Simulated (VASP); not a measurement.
Method: vdW-DF2, VASP's PBE PAW potentials (set 64) (plane waves; VASP).

VASP input:

INCAR:
```
! general
SYSTEM    =  Li2O
PREC      =  Accurate
ENCUT     =  520
LREAL     =  F   ! projection in real space or not
LASPH     =  T   ! aspherical one-centre terms

! electronic loop
EDIFF     =  1E-7   ! SCF stop (eV)
NELM      =  100   ! most electronic steps
ALGO      =  Normal

! smearing
ISMEAR    =  0   ! Gaussian
SIGMA     =  0.05

! functional
GGA       =  ML
LUSE_VDW  =  T
AGGAC     =  0.0
ZAB_VDW   =  -1.8867

! ions
ISIF      =  2   ! forces and stress, cell fixed

! output
LWAVE     =  F
LCHARG    =  F
```

**POSCAR**
```
Li2O
1.0
  0.0000000000   2.3212677161   2.3212677161
  2.3212677161   0.0000000000   2.3212677161
  2.3212677161   2.3212677161   0.0000000000
Li O
2 1
Direct
  0.2500000000   0.2500000000   0.2500000000
  0.7500000000   0.7500000000   0.7500000000
  0.0000000000   0.0000000000   0.0000000000
```

### KPOINTS
```
Automatic
0
G
 8 8 8
0 0 0
```

POTCAR, in this order: Li_sv O (PBE.64 set). Program: vasp_std.

What VASP printed:

**OSZICAR**
```
       N       E                     dE             d eps       ncg     rms          rms(c)
DAV:   1     0.435424182780E+02    0.43542E+02   -0.61479E+03   580   0.128E+03
DAV:   2    -0.873742784985E+01   -0.52280E+02   -0.50310E+02   674   0.234E+02
DAV:   3    -0.139533444353E+02   -0.52159E+01   -0.51969E+01  1050   0.623E+01
DAV:   4    -0.140616148725E+02   -0.10827E+00   -0.10810E+00   762   0.902E+00
DAV:   5    -0.140634658758E+02   -0.18510E-02   -0.18509E-02   876   0.756E-01    0.880E+00
DAV:   6    -0.117860303530E+02    0.22774E+01   -0.13693E+01   588   0.234E+01    0.315E+00
DAV:   7    -0.117581681766E+02    0.27862E-01   -0.38752E-01   650   0.523E+00    0.151E+00
DAV:   8    -0.117580439750E+02    0.12420E-03   -0.12166E-01   626   0.398E+00    0.392E-01
DAV:   9    -0.117565224359E+02    0.15215E-02   -0.77896E-03   792   0.780E-01    0.130E-01
DAV:  10    -0.117578454390E+02   -0.13230E-02   -0.28390E-03   628   0.546E-01    0.154E-01
DAV:  11    -0.117575272073E+02    0.31823E-03   -0.51721E-04   720   0.245E-01    0.180E-02
DAV:  12    -0.117575362222E+02   -0.90149E-05   -0.31216E-05   652   0.597E-02    0.388E-03
DAV:  13    -0.117575364515E+02   -0.22935E-06   -0.43427E-06   648   0.216E-02    0.964E-04
DAV:  14    -0.117575362337E+02    0.21778E-06   -0.26805E-07   684   0.563E-03    0.596E-04
DAV:  15    -0.117575361379E+02    0.95783E-07   -0.11217E-07   624   0.346E-03
   1 F= -.11757536E+02 E0= -.11757536E+02  d E =-.581373E-20
```

OUTCAR:
```
------------------------ aborting loop because EDIFF is reached ----------------------------------------
  FORCE on cell =-STRESS in cart. coord.  units (eV):
  Direction    XX          YY          ZZ          XY          YZ          ZX
  --------------------------------------------------------------------------------------
  Total        0.0198964      0.0198964      0.0198964      0.0000000      0.0000000     -0.0000000
  in kB        1.2743223      1.2743223      1.2743223      0.0000000      0.0000000     -0.0000000
  external PRESSURE =       1.2743223 kB  Pullay stress =       0.0000000 kB
  volume of cell :       25.02
      direct lattice vectors                 reciprocal lattice vectors
     0.000000000  2.321267716  2.321267716    -0.215399541  0.215399541  0.215399541
     2.321267716  0.000000000  2.321267716     0.215399541 -0.215399541  0.215399541
     2.321267716  2.321267716  0.000000000     0.215399541  0.215399541 -0.215399541
 POSITION                                       TOTAL-FORCE (eV/Angst)
 -----------------------------------------------------------------------------------
      1.16063      1.16063      1.16063        -0.000000     -0.000000     -0.000000
      3.48190      3.48190      3.48190         0.000000      0.000000      0.000000
      0.00000      0.00000      0.00000         0.000000     -0.000000     -0.000000
 -----------------------------------------------------------------------------------
    total drift:                               -0.000000      0.000000      0.000000
  FREE ENERGIE OF THE ION-ELECTRON SYSTEM (eV)
  ---------------------------------------------------
  free  energy   TOTEN  =       -11.7575361379 eV

  energy  without entropy=      -11.7575361379  energy(sigma->0) =      -11.75753614
```
(Selected blocks of OUTCAR.)

The compound is Li2O in the antifluorite structure. It was relaxed first.
